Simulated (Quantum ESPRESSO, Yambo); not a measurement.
# AlAs (F-43m): G0W0 with Yambo, start to end, part 3 of 3

Wanted: ground state, empty states, screening and self-energy for AlAs (F-43m).

Quantum ESPRESSO 7.5 and Yambo 5.3.0; PBE and many-body steps on it, plane waves. Known limits of the many-body steps: not at the basis limit; no spin-orbit coupling; coarse k mesh.

So far. Step 3 (Bands along the symmetry lines): The gap is 1.438 eV, as in the run before at this level. Step 4 (Empty states on the mesh, 4×4×4 mesh, 115 bands): On this mesh the gap is 1.438 eV.

## (6) Screening and self-energy, 4×4×4 mesh, 115 bands, screening to 197.3 eV

G0W0 replaces the xc potential by the self-energy, built once from these orbitals. Only a window of levels is corrected, while the sums run over the empty bands that the input names.

This step: G0W0 on PBE, plane waves, norm-conserving pseudopotentials.

Contents of gw1.in:

```
HF_and_locXC
gw0
dyson
ppa
em1d
rim_cut
RandQpts= 1000000
RandGvec= 1 RL
EXXRLvcs= 100 Ry
VXCRLvcs= 400 Ry
Chimod= "HARTREE"
% BndsRnXp
 1 | 115 |
%
NGsBlkXp= 14.5 Ry
% LongDrXp
 1 | 1 | 1 |
%
% GbndRnge
 1 | 115 |
%
DysSolver= "n"
ExtendOut
PPAPntXp= 27.21138 eV
% QPkrange
 1 | 8 | 10 | 17 |
%
```

Run with:

```console
$ OMP_NUM_THREADS=1 mpirun -n 4 yambo -F gw1.in -J gw1 -C gw1 > gw1.log
```

The log of the run:

```text
 Yambo, version 5.3.0

 [02] CORE Variables Setup
 =========================

  [... cell, symmetries and grids as in the set-up ...]

  [02.05] Energies & Occupations
  ==============================

  [X] === General ===
  [X] Electronic Temperature                        :  0.000000  0.000000 [eV K]
  [X] Bosonic    Temperature                        :  0.000000  0.000000 [eV K]
  [X] Finite Temperature mode                       : no
  [X] El. density                                   :  0.57332E+24 [cm-3]
  [X] Fermi Level                                   :  6.999082 [eV]

  [X] === Gaps and Widths ===
  [X] Conduction Band Min                           :  1.438227 [eV]
  [X] Valence Band Max                              :  0.000000 [eV]
  [X] Filled Bands                                  :  13
  [X] Empty Bands                                   :   14  115
  [X] Direct Gap                                    :  2.050208 [eV]
  [X] Direct Gap localized at k                     :  1
  [X] Indirect Gap                                  :  1.438227 [eV]
  [X] Indirect Gap between kpts                     :   1   7
  [X] Last valence band width                       :  2.822586 [eV]
  [X] 1st conduction band width                     :  2.893526 [eV]

 [03] Transferred momenta grid and indexing
 ==========================================

 IBZ Q-points                                      :   8
 BZ  Q-points                                      :   64

 K/Q-points units:
 rlu = crystal or reduced units; cc = cartesian coordinates; iku = interal k-units

 Q [1]          [rlu]:  0.000000  0.000000  0.000000
 Q [2]          [rlu]:  0.81056E-17  0.81056E-17  0.25000
 Q [3]          [rlu]: -0.16211E-16 -0.16211E-16 -0.50000
 Q [4]          [rlu]: -0.97223E-17  0.25000      0.25000
 Q [5]          [rlu]:  0.15221E-16  0.25000      0.50000
 Q [6]          [rlu]: -0.71722E-16  0.25000     -0.25000
 Q [7]          [rlu]:  0.19445E-16 -0.50000     -0.50000
 Q [8]          [rlu]:  0.250000 -0.500000 -0.250000

 [04] Coloumb potential Random Integration (RIM)
 ===============================================

  [04.01] RIM initialization
  ==========================

  * Diagonal components only detected *

  8 x (sBL volume)        :  0.101316 [a.u.]
  sBZ random points       :  1000000
  Points outside the sBZ  :   7968281
  RL volume               :  0.810531 [a.u.]
  Integrated volume       :  0.813757 [a.u.]

  [04.02] RIM integrals
  =====================

  Gamma point sphere radius             :  0.084562 [a.u.]
  Points outside the sphere             :   800476
  [Int_sBZ(q=0) 1/q^2]*(Vol_sBZ)^(-1/3) =:  7.776341
                                 should be <:  7.795600

  Summary of Coulomb integrals for non-metallic bands |Q|[au] RIM/Bare

  Q [1] 0.100000E-4 0.997530 * Q [2] 0.254334 1.068862
  Q [4] 0.293679 1.067204 * Q [6] 0.415325 1.029264
  Q [5] 0.487012 1.022872 * Q [3] 0.508667 1.020326
  Q [7] 0.587358 1.017560 * Q [8] 0.656687 1.014592

 [05] Dipoles
 ============

  [05.01] Setup: observables and procedures
  =========================================

 [06] Dynamic Dielectric Matrix (PPA)
 ====================================

 [WR./gw1//ndb.pp]---------------------------------------------------------------
  Brillouin Zone Q/K grids (IBZ/BZ)                :    8   64    8   64
  RL vectors                                       :   6183 [WF]
  Coulomb cutoff potential                         : none
  Electronic Temperature                           :  0.000000 [K]
  Bosonic    Temperature                           :  0.000000 [K]
  PPA    diel. fun.  energies                      : Perdew, Burke & Ernzerhof(X)+Perdew, Burke & Ernzerhof(C)
  wavefunctions                                    : Perdew, Burke & Ernzerhof(X)+Perdew, Burke & Ernzerhof(C)
  Global Gauge                                     : length
  X matrix size                                    :  307
  X band range                                     :    1  115
  X e/h energy range                               : -1.000000 -1.000000 [eV]
  X Time ordering                                  : R
  X Hxc Kernel                                     : HARTREE
  X Drude frequency                                :  0.000000  0.000000
  X poles                                          :  100.0000 [o/o]
  RL vectors in the sum                            :   6183
  [r,Vnl] included                                 : yes
  Field direction                                  :  0.577350E-5  0.577350E-5  0.577350E-5
  BZ energy Double Grid                            : no
  BZ energy DbGd points                            : 0
  BZ Q point size factor                           : -1.000000
  X Optical Averaged directions                    : none

 [07] Local Exchange-Correlation + Non-Local Fock
 ================================================

 [VXC] Plane waves :   41151
 [EXS] Plane waves :   5161

 QP @ state[ 1 ] K range:   1   8
 QP @ state[ 1 ] b range:  10  17

 [xc] Functional : Perdew, Burke & Ernzerhof(X)+Perdew, Burke & Ernzerhof(C)
 [xc] LIBXC used to calculate xc functional
  PP Number of Atomic Species                      :  2
  NLCC RL compoments                               :   41151
  PP Number of Atomic Species                      :  2
  NLCC RL compoments                               :   41151

 [xc] E_xc :  -24.76065 [Ha]
      E_xc :  -49.52129 [Ry]

  Local XC kind (lXC) : Perdew, Burke & Ernzerhof(X)+Perdew, Burke & Ernzerhof(C)
  Non-Local XC kind (nlXC) : Hartree-Fock

  Corrections @ K [1] :  [eV]
 <10|nlXC|10> = -19.87208  0.10114E-16 <10|lXC|10> = -12.73752  0.18882E-15
 <11|nlXC|11> = -14.93168 -0.38161E-17 <11|lXC|11> = -13.05898  0.37763E-15
 <12|nlXC|12> = -14.93158 -0.24761E-18 <12|lXC|12> = -13.05898  0.18882E-15
 <13|nlXC|13> = -14.93178 -0.24356E-16 <13|lXC|13> = -13.05898  0.37763E-15
 <14|nlXC|14> = -7.748136 -0.13915E-17 <14|lXC|14> = -11.86046  0.37763E-15
 <15|nlXC|15> = -5.132289 -0.44413E-17 <15|lXC|15> = -9.566490  0.23602E-16
 <16|nlXC|16> = -5.132657  0.37941E-17 <16|lXC|16> = -9.566491 -0.94408E-16
 <17|nlXC|17> = -5.132535  0.60906E-18 <17|lXC|17> = -9.566490  0.28323E-15

  Corrections @ K [2] :  [eV]
 <10|nlXC|10> = -19.97136 -0.26766E-16 <10|lXC|10> = -13.08434  0.000000
 <11|nlXC|11> = -14.51209  0.81938E-17 <11|lXC|11> = -11.47540  0.47204E-16
[...]
Corrections @ K [3] :  [eV]
[...]
Corrections @ K [4] :  [eV]
[...]
Corrections @ K [5] :  [eV]
[...]
[... 2 further k-points ...]
  Corrections @ K [8] :  [eV]
[...]
<13|nlXC|13> = -13.47096  0.56751E-17 <13|lXC|13> = -10.72528  0.17702E-16
 <14|nlXC|14> = -5.723561 -0.33018E-17 <14|lXC|14> = -9.908976 -0.94408E-16
 <15|nlXC|15> = -6.311075  0.15695E-17 <15|lXC|15> = -11.30003 -0.16521E-15
 <16|nlXC|16> = -4.566868 -0.27892E-17 <16|lXC|16> = -9.571629  0.47204E-16
 <17|nlXC|17> = -4.560675  0.70991E-18 <17|lXC|17> = -9.158547  0.70806E-16

  [07.01] Hartree-Fock occupations report
  =======================================

  [Hartree-Fock] === General ===
  [Hartree-Fock] Electronic Temperature             :  0.000000  0.000000 [eV K]
  [Hartree-Fock] Bosonic    Temperature             :  0.000000  0.000000 [eV K]
  [Hartree-Fock] Finite Temperature mode            : no
  [Hartree-Fock] El. density                        :  0.57332E+24 [cm-3]
  [Hartree-Fock] Fermi Level                        :  6.999082 [eV]

  [Hartree-Fock] === Gaps and Widths ===
  [Hartree-Fock] Conduction Band Min                :  5.059101 [eV]
  [Hartree-Fock] Valence Band Max                   : -1.872801 [eV]
  [Hartree-Fock] Filled Bands                       :  13
  [Hartree-Fock] Empty Bands                        :   14  115
  [Hartree-Fock] Direct Gap                         :  8.035338 [eV]
  [Hartree-Fock] Direct Gap localized at k          :  1
  [Hartree-Fock] Indirect Gap                       :  6.931902 [eV]
  [Hartree-Fock] Indirect Gap between kpts          :   1   7
  [Hartree-Fock] Last valence band width            :  3.695468 [eV]
  [Hartree-Fock] 1st conduction band width          :  3.458067 [eV]

 [08] Dyson equation: Newton solver
 ==================================

  [08.01] G0W0 (W PPA)
  ====================

  [  GW  ] Bands range     :    1  115
  [GW/PPA] G damping       :  0.100000 [eV]

  QP @ state[ 1 ] K range:   1   8
  QP @ state[ 1 ] b range:  10  17

   Sc/G bands                                       :    1  115
   Sc/G damping                                     :  0.100000 ev
   Sc bands terminator                              : no
   Sx RL components                                 :   5161

   QP @ state[ 1 ] K range                          :   1   8
   QP @ state[ 1 ] b range                          :  10  17
   GF energies kind                                 : Perdew, Burke & Ernzerhof(X)+Perdew, Burke & Ernzerhof(C)
   GF WF`s kind                                     : Perdew, Burke & Ernzerhof(X)+Perdew, Burke & Ernzerhof(C)
   Xs energies kind                                 : Perdew, Burke & Ernzerhof(X)+Perdew, Burke & Ernzerhof(C)
   Xs WF`s kind                                     : Perdew, Burke & Ernzerhof(X)+Perdew, Burke & Ernzerhof(C)

 [11] Game Over & Game summary
```

The job ended after 8.4 min (4 MPI ranks of Arm Neoverse V1, shared host; peak memory 2 GiB).

This step gave:

* G0W0 gap on the mesh: 1.957 eV
* starting gap on the mesh: 1.438 eV
* k of the valence top: 0, 0, 0
* k of the conduction bottom: 0, -0.5, -0.5
* least direct G0W0 gap on the computed points: 2.821 eV
* Z at the valence top: 0.7874
* Z at the conduction bottom: 0.8042

The gap on the mesh goes from 1.44 eV to 1.96 eV, a correction of +0.52 eV.

Limits: finite bands, cutoff and mesh; no spin-orbit coupling; coarse k mesh. v1 is the top filled band, c1 the lowest empty one. The levels before and after the correction (eV, zero at the valence-band top of each column):

|  | conduction bottom | valence top |
| --- | --- | --- |
| Kohn-Sham | 1.44 | 0.00 |
| G0W0 | 1.96 | 0.00 |

|  | level | energy (eV) |
| --- | --- | --- |
| Kohn-Sham | Γ v3-v1 | 0.000 |
| Kohn-Sham | Γ c1 | 2.050 |
| Kohn-Sham | Γ c2-c3 | 4.292 |
| Kohn-Sham | (0 -0.5 -0.5) v3 | -5.426 |
| Kohn-Sham | (0 -0.5 -0.5) v2-v1 | -2.173 |
| Kohn-Sham | (0 -0.5 -0.5) c1 | 1.438 |
| Kohn-Sham | (0 -0.5 -0.5) c2 | 2.301 |
| Kohn-Sham | (0 -0.5 -0.5) c3 | 10.325 |
| G0W0 | Γ v3-v1 | 0.000 |
| G0W0 | Γ c1 | 2.821 |
| G0W0 | Γ c2-c3 | 4.973 |
| G0W0 | (0 -0.5 -0.5) v3 | -5.725 |
| G0W0 | (0 -0.5 -0.5) v2-v1 | -2.372 |
| G0W0 | (0 -0.5 -0.5) c1 | 1.957 |
| G0W0 | (0 -0.5 -0.5) c2 | 2.947 |
| G0W0 | (0 -0.5 -0.5) c3 | 11.012 |

## (7) Where the time went

Times are wall times on the hardware named with each run, good to a factor of about two.

| step | time | share | memory (GiB) |
| --- | --- | --- | --- |
| ground state | 8.2 s | 2 % | 0.3 |
| bands along the symmetry lines | 6.9 s | 1 % | 0.25 |
| empty states on the mesh | 11 s | 2 % | 0.41 |
| conversion and set-up | 3.1 s | 1 % | 0.25 |
| screening and self-energy | 8.4 min | 95 % | 2.0 |

## (8) Outcome

- PBE gap: 1.44 eV, indirect
- G0W0 gap on the mesh: 1.96 eV
- GW settings: 4×4×4 mesh, 115 bands, screening to 197.3 eV, Godby-Needs plasmon pole
- known limits: not at the basis limit; no spin-orbit coupling; coarse k mesh

In words: G0W0 moves the gap on the mesh from 1.44 eV to 1.96 eV (+0.52 eV), with Z of 0.79 and 0.80 at the edges. The dearest step here is «screening and self-energy». Against experiment, by G0W0@PBE: the direct gap of 2.82 eV lies −0.20 eV from the measured 3.018 eV (direct, 300 K, quoted 2023). An exciton line or allowed optical edge lies below the quasiparticle gap by the binding energy; a forbidden edge can push the onset above it. The calculation has static nuclei and no excitons; a measured gap holds zero-point and thermal motion, which mostly lowers it. Bands and cutoff are finite, so the gap is not at the basis limit. The miss can reach some tenths of an eV and take either sign; the mesh is an error of its own. The 4×4×4 mesh is coarse for this cell, which bears on the long-range parts of exchange and screening. The many-body steps are scalar-relativistic: spin-orbit coupling is not in them.

[Paths, hosts, dates, memory and timing lines, banners, echoed tables and standing remarks are left out of the program output.]

[Logs are printed without paths, hosts, clocks, repeated set-up lines and the standing remarks that a program may print on its own settings, such as how far it seeks lower states.]

[Runs of the session that timed out or met a known fault of the program may be left out.]

[Hosts, paths, dates, database ids (printed as entryN), source tags and the programs' standing remarks are cut or masked in the printed files.]
